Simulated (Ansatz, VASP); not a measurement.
Two plane-wave programs on BeTe

POSCAR

```
BeTe
1.0
    0.0000000000      2.7700000000      2.7700000000
    2.7700000000      0.0000000000      2.7700000000
    2.7700000000      2.7700000000      0.0000000000
Be Te
1 1
Direct
    0.0000000000      0.0000000000      0.0000000000
    0.2500000000      0.2500000000      0.2500000000
```

File INCAR.step1:

```
SYSTEM = BeTe
PREC     = Accurate       ! precision mode
ENCUT    = 520            ! plane-wave cutoff, eV
ISMEAR   = 0              ! smearing method
SIGMA    = 0.1            ! smearing width, eV
LREAL    = .False.        ! projectors in reciprocal space
LASPH    = .True.         ! aspherical terms in the spheres
NELM     = 100            ! most SCF steps
NBANDS   = 11             ! bands
GGA      = PE             ! functional
ALGO     = Normal         ! electronic algorithm
EDIFF    = 1E-4           ! SCF threshold, eV
LWAVE    = .True.         ! write WAVECAR
LCHARG   = .False.        ! write CHGCAR
```

INCAR.step2

```
SYSTEM = BeTe
PREC     = Accurate       ! precision mode
ENCUT    = 520            ! plane-wave cutoff, eV
EDIFF    = 1E-7           ! SCF threshold, eV
ISMEAR   = 0              ! smearing method
SIGMA    = 0.1            ! smearing width, eV
LREAL    = .False.        ! projectors in reciprocal space
LASPH    = .True.         ! aspherical terms in the spheres
NELM     = 100            ! most SCF steps
ALGO     = Normal         ! electronic algorithm
ISIF     = 2              ! what is computed and relaxed
LWAVE    = .False.        ! write WAVECAR
LCHARG   = .True.         ! write CHGCAR
METAGGA  = R2SCAN         ! meta-GGA
LMIXTAU  = .True.       
LELF     = .True.         ! ELF
LVHAR    = .True.       
NBANDS   = 11             ! bands
ISTART   = 1
```

The input KPOINTS:

```
regular mesh
0
Gamma
  6 6 6
  0 0 0
```

Input for Ansatz:

```yaml
crystal:
  lattice:
    - [0.0, 2.77, 2.77]
    - [2.77, 0.0, 2.77]
    - [2.77, 2.77, 0.0]
  atoms:
    - { symbol: Be, position: [0.0, 0.0, 0.0] }
    - { symbol: Te, position: [0.25, 0.25, 0.25] }
basis:
  ecutwfc: 500
kpoints:
  mp_grid: { grid: [6, 6, 6] }
hamiltonian:
  xc: r2scan
scf:
  occupations: { method: gaussian, width: 0.1 }
output:
  forces: true
  stress: true
  eigenvalues: true
```

Alike in both runs: task single point; functional r2SCAN; k mesh 6 × 6 × 6; occupations gaussian, width 0.1 eV; no spin polarisation.

|  | VASP | Ansatz |
| --- | --- | --- |
| version | VASP 6.6.1 | Ansatz 0.2.0 |
| potentials or method | VASP PAW PBE potentials, release 64 (Be, Te) | scalar-relativistic, plane waves, PAW |
| plane-wave cutoff (eV) | 520 | 500 |
| valence electrons in the cell | 8 | 18 |

```csv
,VASP,Ansatz,Ansatz less VASP
gap on the k mesh at the Fermi level (eV),2.21,2.22,+0.010
least direct gap on the mesh (eV),3.96,3.97,+0.015
pressure (GPa),4.5,4.3,-0.24
```

The two sets of potentials don't hold the same shells in valence.

Caveats: the PAW data sets were made with another functional, which shifts forces and pressure a little (VASP); spin-orbit coupling is left out, which moves the levels of the heavy elements. A k mesh can miss the band edges. r2SCAN opens gaps a little over a GGA but as a rule still falls short of measured ones.
